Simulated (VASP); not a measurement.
For cubic CsBr (CsCl type), VASP with PBE GGA, VASP's PBE PAW potentials (set 64) gives ε∞ = 2.93, a static ε₀ = 9.21 and a transverse optical mode at 57 cm⁻¹.

Task: Estimate the longitudinal optical frequency at Γ.

Result: By the Lyddane-Sachs-Teller relation, ω_LO = ω_TO √(ε₀/ε∞) = 57 × √(9.21/2.93) = 101 cm⁻¹.

Measured: ε∞ 2.79 at 297 K (computed value off by +5.2 %), as given by H. H. Li, Journal of Physical and Chemical Reference Data (1976), doi:10.1063/1.555536 [long-wavelength limit of the electronic terms of a dispersion formula fitted to measured refractive indices over 0.21-55.0 um; lattice terms left out].

The compound is CsBr in the CsCl type structure. It was relaxed first, which changed the volume by +7 %.
